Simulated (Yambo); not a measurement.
# Sb (I4/mmm) in Yambo: further runs

One crystal, Sb, is run at these levels: PBEsol; tasks: Hartree-Fock levels, G0W0 quasiparticle levels.

All numbers are computed with Yambo 5.3.0; they aren't measurements. Logs are shortened: lines on timing, memory, paths and dates and some standing lists are left out, and cuts for length are marked.

## (1) The crystal as given

Symmetry: I4/mmm, No. 139, tetragonal system. The conventional cell has a = 3.153 Å, b = 3.153 Å, c = 5.424 Å, α = 90.00°, β = 90.00°, γ = 90.00°. Sb (site symmetry 4/mmm) is surrounded by 12 Sb at 3.15 to 3.51 Å.

This isn't the form of Sb at room conditions, which is rhombohedral.

## (2) Hartree-Fock levels, PBEsol, non-collinear spin, zero start, spin-orbit coupling

hf1.in reads:

```
rim_cut
HF_and_locXC
RandQpts= 1000000
RandGvec= 50 RL
EXXRLvcs= 80 Ry
VXCRLvcs= 80 Ry
% QPkrange
 1 | 13 | 11 | 22 |
%
```

scf.in reads:

```
&CONTROL
  calculation = 'scf'
  prefix = 'pwscf'
  outdir = './tmp'
  pseudo_dir = './pseudo'
/
&SYSTEM
  ibrav = 0
  nat = 1
  ntyp = 1
  ecutwfc = 80
  nbnd = 26
  occupations = 'smearing'
  smearing = 'fd'
  degauss = 0.00367493
  noncolin = .true.
  lspinorb = .true.
  force_symmorphic = .true.
/
&ELECTRONS
  conv_thr = 2d-10
  electron_maxstep = 120
  mixing_beta = 0.5
/
ATOMIC_SPECIES
Sb   121.7600 Sb.upf
CELL_PARAMETERS bohr
  -2.9792291705    2.9792291705    5.1248209020
   2.9792291705   -2.9792291705    5.1248209020
   2.9792291705    2.9792291705   -5.1248209020
ATOMIC_POSITIONS bohr
Sb     0.0000000000    0.0000000000    0.0000000000
K_POINTS automatic
12 12 12 0 0 0
```

nscf.in reads:

```
&CONTROL
  calculation = 'nscf'
  prefix = 'pwscf'
  outdir = './tmp'
  pseudo_dir = './pseudo'
/
&SYSTEM
  ibrav = 0
  nat = 1
  ntyp = 1
  ecutwfc = 80
  nbnd = 215
  occupations = 'smearing'
  smearing = 'fd'
  degauss = 0.00367493
  noncolin = .true.
  lspinorb = .true.
  force_symmorphic = .true.
/
&ELECTRONS
  conv_thr = 1d-08
  diago_full_acc = .true.
  diago_thr_init = 1d-06
/
ATOMIC_SPECIES
Sb   121.7600 Sb.upf
CELL_PARAMETERS bohr
  -2.9792291705    2.9792291705    5.1248209020
   2.9792291705   -2.9792291705    5.1248209020
   2.9792291705    2.9792291705   -5.1248209020
ATOMIC_POSITIONS bohr
Sb     0.0000000000    0.0000000000    0.0000000000
K_POINTS automatic
4 4 4 0 0 0
```

Potentials or basis: PseudoDojo 0.4 FR PBEsol standard.

Run with:

```bash
OMP_NUM_THREADS=1 pw.x -in scf.in > scf.out
OMP_NUM_THREADS=1 pw.x -in nscf.in > nscf.out
cd tmp/pwscf.save; p2y; mv SAVE ../..; cd ../..
OMP_NUM_THREADS=1 yambo
mkdir -p hf1; ln -s $PWD/g0w00/ndb.RIM hf1/
OMP_NUM_THREADS=1 yambo -F hf1.in -J hf1 -C hf1_out
```

Yambo's report:

```text
[... sections 02.01 to 02.04 as in the set-up run ...]

  [02.05] Energies & Occupations
  ==============================

  [X] === General ===
  [X] Electronic Temperature                        :  0.258606E-1   300.100    [eV K]
  [X] Bosonic    Temperature                        :  0.258606E-1   300.100    [eV K]
  [X] Finite Temperature mode                       : yes
  [X] El. density                                   :  0.55634E+24 [cm-3]
  [X] Fermi Level                                   :  11.96707 [eV]

  [X] === Gaps and Widths ===
  [X] Conduction Band Min                           :  11.96707 [eV]
  [X] Valence Band Max                              :  11.96707 [eV]
  [X] Filled Bands                                  :  12
  [X] Metallic Bands                                :  13  18
  [X] Empty Bands                                   :   19  215

  [X] === Metallic Characters ===
  [X] N of el / N of met el                         :  15.00000   2.95192
  [X] Average metallic occ.                         :  0.245994

  [WARNING] [X] Metallic system

 [03] Transferred momenta grid and indexing
 ==========================================

 IBZ Q-points                                      :  13
 BZ  Q-points                                      :   64

 K/Q-points units:
 rlu = crystal or reduced units; cc = cartesian coordinates; iku = interal k-units

 Q [ 1]         [rlu]:  0.000000  0.000000  0.000000
 Q [ 2]         [rlu]:  0.19730E-17  0.74407E-17  0.25000
 Q [ 3]         [rlu]: -0.68150E-17 -0.12012E-16 -0.50000
 Q [ 4]         [rlu]: -0.48737E-18  0.25000      0.48737E-18
 Q [ 5]         [rlu]:  0.87896E-16  0.25000      0.25000
 Q [ 6]         [rlu]: -0.19493E-16 -0.50000      0.19493E-16
 Q [ 7]         [rlu]:  0.91529E-16 -0.50000      0.25000
 Q [ 8]         [rlu]:  0.250000  0.250000  0.250000
 Q [ 9]         [rlu]:  0.250000  0.250000 -0.250000
 Q [10]         [rlu]:  0.250000  0.500000 -0.500000
 Q [11]         [rlu]:  0.250000 -0.250000  0.250000
 Q [12]         [rlu]:  0.250000  0.750000 -0.500000
 Q [13]         [rlu]:  0.500000  0.500000 -0.500000

 [04] Coloumb potential Random Integration (RIM)
 ===============================================

 Summary of Coulomb integrals for non-metallic bands |Q|[au] RIM/Bare

 Q [1] 0.100000E-4 0.995383 * Q [4] 0.304934 1.069585
 Q [9] 0.306508 1.050986 * Q [2] 0.372822 1.068511
 Q [7] 0.482641 1.029614 * Q [11] 0.527249 1.027781
 Q [10] 0.529980 1.019994 * Q [5] 0.609078 1.022405
 Q [6] 0.609868 1.019218 * Q [13] 0.613015 1.013331
 Q [12] 0.717484 1.012148 * Q [3] 0.745643 1.016002
 Q [8] 0.806183 1.013269

 [05] Local Exchange-Correlation + Non-Local Fock
 ================================================

 [VXC] Plane waves :  2207
 [EXS] Plane waves :  2207

 QP @ state[ 1 ] K range:   1  13
 QP @ state[ 1 ] b range:  11  22

 [WF-HF/Rho loader] Normalization (few states)  min/max  :  0.92505E-17   1.0000

 [xc] Functional : Perdew, Burke & Ernzerhof SOL(X)+Perdew, Burke & Ernzerhof SOL(C)
 [xc] LIBXC used to calculate xc functional
  PP Number of Atomic Species                      :  1
  NLCC RL compoments                               :  17569
  PP Number of Atomic Species                      :  1
  NLCC RL compoments                               :  17569
 [WR./hf1//ndb.HF_and_locXC]-----------------------------------------------------
  Brillouin Zone Q/K grids (IBZ/BZ)                :   13   64   13   64
  RL vectors                                       :   3433 [WF]
  Fragmentation                                    : no
  Electronic Temperature                           :  300.1000 [K]
  Bosonic    Temperature                           :  300.1000 [K]
  Green`s function   wavefunctions                 : Perdew, Burke & Ernzerhof SOL(X)+Perdew, Burke & Ernzerhof SOL(C)
  Total number of QP states                        :  156
  Exchange RL vectors                              :  2207
  Exchange summation bands                         :  18
  RIM RL components                                :   51
  RIM random points                                :  1000000

 [xc] E_xc :  -8.949529 [Ha]
      E_xc :  -17.89906 [Ry]

  Local XC kind (lXC) : Perdew, Burke & Ernzerhof SOL(X)+Perdew, Burke & Ernzerhof SOL(C)
  Non-Local XC kind (nlXC) : Hartree-Fock

  Corrections @ K [1] :  [eV]
 <11|nlXC|11> = -18.50664  0.43795E-17 <11|lXC|11> = -11.55638 -0.98477E-11
 <12|nlXC|12> = -18.50664  0.16157E-16 <12|lXC|12> = -11.55638 -0.10464E-10
 <13|nlXC|13> = -9.312949 -0.30056E-17 <13|lXC|13> = -12.74146  0.13633E-09
 <14|nlXC|14> = -9.312949  0.67648E-18 <14|lXC|14> = -12.74146 -0.13211E-09
 <15|nlXC|15> = -8.461700 -0.24259E-17 <15|lXC|15> = -12.48071 -0.33938E-10
 <16|nlXC|16> = -8.461700 -0.27180E-17 <16|lXC|16> = -12.48071  0.44056E-10
 <17|nlXC|17> = -8.267885  0.31107E-17 <17|lXC|17> = -12.38919  0.19766E-10
 <18|nlXC|18> = -8.267885 -0.70080E-17 <18|lXC|18> = -12.38919 -0.33164E-11
 <19|nlXC|19> = -5.313476 -0.83713E-18 <19|lXC|19> = -11.55976 -0.18692E-09
 <20|nlXC|20> = -5.313476 -0.38219E-17 <20|lXC|20> = -11.55977 -0.69648E-10
 <21|nlXC|21> = -3.163018 -0.89619E-18 <21|lXC|21> = -9.090838 -0.66086E-15
 <22|nlXC|22> = -3.163018 -0.10404E-17 <22|lXC|22> = -9.090838 -0.37763E-14

  Corrections @ K [2] :  [eV]
 <11|nlXC|11> = -17.86997  0.69208E-17 <11|lXC|11> = -11.75342 -0.38194E-11
 <12|nlXC|12> = -17.86997  0.11683E-16 <12|lXC|12> = -11.75342 -0.19887E-10
 <13|nlXC|13> = -9.971416 -0.29709E-17 <13|lXC|13> = -12.18608  0.56311E-10
 <14|nlXC|14> = -9.971416 -0.44242E-17 <14|lXC|14> = -12.18608 -0.67022E-10
 <15|nlXC|15> = -9.420217 -0.34329E-17 <15|lXC|15> = -12.12157  0.20646E-10
 <16|nlXC|16> = -9.420217  0.19636E-17 <16|lXC|16> = -12.12157 -0.69551E-10
 <17|nlXC|17> = -8.306255  0.24963E-17 <17|lXC|17> = -11.46702 -0.15001E-09
 <18|nlXC|18> = -8.306255  0.47196E-17 <18|lXC|18> = -11.46702  0.14793E-09
 <19|nlXC|19> = -4.775527 -0.39618E-17 <19|lXC|19> = -9.856388  0.77291E-11
 <20|nlXC|20> = -4.775527  0.20483E-17 <20|lXC|20> = -9.856388 -0.77259E-11
 <21|nlXC|21> = -4.348890  0.14071E-17 <21|lXC|21> = -9.776986  0.11321E-10
 <22|nlXC|22> = -4.348890  0.14095E-17 <22|lXC|22> = -9.776986  0.19651E-10
[... 141 lines left out ...]
  Corrections @ K [13] :  [eV]
 <11|nlXC|11> = -17.86825 -0.95153E-17 <11|lXC|11> = -12.82342 -0.35568E-10
 <12|nlXC|12> = -17.86825  0.14812E-16 <12|lXC|12> = -12.82342  0.71406E-12
 <13|nlXC|13> = -14.07382 -0.14259E-16 <13|lXC|13> = -10.11992 -0.17349E-10
 <14|nlXC|14> = -14.07382 -0.60934E-18 <14|lXC|14> = -10.11992  0.17349E-10
 <15|nlXC|15> = -8.907492  0.74158E-17 <15|lXC|15> = -11.53381 -0.10563E-09
 <16|nlXC|16> = -8.907492  0.43207E-17 <16|lXC|16> = -11.53381  0.11608E-09
 <17|nlXC|17> = -8.373133 -0.16140E-17 <17|lXC|17> = -11.32725  0.14250E-11
 <18|nlXC|18> = -8.373133  0.35853E-17 <18|lXC|18> = -11.32725  0.10068E-10
 <19|nlXC|19> = -5.742700 -0.15400E-17 <19|lXC|19> = -10.69070 -0.29879E-10
 <20|nlXC|20> = -5.742700 -0.64527E-17 <20|lXC|20> = -10.69070 -0.11895E-09
 <21|nlXC|21> = -5.439419 -0.24664E-17 <21|lXC|21> = -10.22079  0.79590E-10
 <22|nlXC|22> = -5.439419 -0.21573E-17 <22|lXC|22> = -10.22079  0.21417E-12

  [05.01] Hartree-Fock occupations report
  =======================================

  [Hartree-Fock] === General ===
  [Hartree-Fock] Electronic Temperature             :  0.258606E-1   300.100    [eV K]
  [Hartree-Fock] Bosonic    Temperature             :  0.258606E-1   300.100    [eV K]
  [Hartree-Fock] Finite Temperature mode            : yes
  [Hartree-Fock] El. density                        :  0.55634E+24 [cm-3]
  [Hartree-Fock] Fermi Level                        :  11.96707 [eV]

  [Hartree-Fock] === Gaps and Widths ===
  [Hartree-Fock] Conduction Band Min                :  11.96707 [eV]
  [Hartree-Fock] Valence Band Max                   :  11.96707 [eV]
  [Hartree-Fock] Filled Bands                       :  12
  [Hartree-Fock] Metallic Bands                     :  13  18
  [Hartree-Fock] Empty Bands                        :   19  215

  [Hartree-Fock] === Metallic Characters ===
  [Hartree-Fock] N of el / N of met el              :  15.00000   2.95192
  [Hartree-Fock] Average metallic occ.              :  0.245994

  [WARNING] [Hartree-Fock] Metallic system
```

o-hf1.hf:

```text
#    K-point            Band               Eo [eV]            Ehf [eV]           Vxc [eV]           Vnlxc [eV]
#
        1                  11                -12.91257          -19.86283          -11.55638          -18.50664
        1                  12                -12.91257          -19.86283          -11.55638          -18.50664
        1                  13                 4.222315           7.650822          -12.74146          -9.312949
        1                  14                 4.222315           7.650822          -12.74146          -9.312949
        1                  15                 5.469007           9.488013          -12.48071          -8.461700
        1                  16                 5.469007           9.488013          -12.48071          -8.461700
[... 148 lines left out ...]
        13                 21                 6.196888           10.97826          -10.22079          -5.439419
        13                 22                 6.196888           10.97826          -10.22079          -5.439419
#
```

It took 6.9 min on 1 thread of Arm Neoverse V2, shared host; peak memory 0.36 GiB.

Results:

```yaml
Band_gap_on_the_k_mesh_mean-field_level: none (metal or under the smearing width)
```

Quasiparticle terms (eV):
```csv
k point,band,Kohn-Sham level,Vxc,Σx,Σc,Z,result
"(0.000, 0.000, 0.000)",11,-12.91,-11.56,-18.51,-,-,-19.86
"(0.000, 0.000, 0.000)",12,-12.91,-11.56,-18.51,-,-,-19.86
"(0.000, 0.000, 0.000)",13,4.22,-12.74,-9.31,-,-,7.65
"(0.000, 0.000, 0.000)",14,4.22,-12.74,-9.31,-,-,7.65
"(0.000, 0.000, 0.000)",15,5.47,-12.48,-8.46,-,-,9.49
"(0.000, 0.000, 0.000)",16,5.47,-12.48,-8.46,-,-,9.49
"(0.000, 0.000, 0.000)",17,5.86,-12.39,-8.27,-,-,9.98
"(0.000, 0.000, 0.000)",18,5.86,-12.39,-8.27,-,-,9.98
"(0.000, 0.000, 0.000)",19,10.00,-11.56,-5.31,-,-,16.25
"(0.000, 0.000, 0.000)",20,10.00,-11.56,-5.31,-,-,16.25
"(0.000, 0.000, 0.000)",21,10.95,-9.09,-3.16,-,-,16.88
"(0.000, 0.000, 0.000)",22,10.95,-9.09,-3.16,-,-,16.88
"(0.000, 0.000, 0.250)",11,-11.04,-11.75,-17.87,-,-,-17.16
"(0.000, 0.000, 0.250)",12,-11.04,-11.75,-17.87,-,-,-17.16
"(0.000, 0.000, 0.250)",13,0.84,-12.19,-9.97,-,-,3.05
"(0.000, 0.000, 0.250)",14,0.84,-12.19,-9.97,-,-,3.05
"(0.000, 0.000, 0.250)",15,1.45,-12.12,-9.42,-,-,4.16
"(0.000, 0.000, 0.250)",16,1.45,-12.12,-9.42,-,-,4.16
"(0.000, 0.000, 0.250)",17,2.39,-11.47,-8.31,-,-,5.55
"(0.000, 0.000, 0.250)",18,2.39,-11.47,-8.31,-,-,5.55
```

Caveat: the k mesh is coarse (spacing up to 0.70 Å⁻¹), so the values aren't converged; the potentials hold a filled d shell without the s and p states of that shell, which can shift GW gaps by tenths of an eV, either way; the ground state has no gap, which makes the many-body step unreliable.

(Continued in part 2 of 2.)
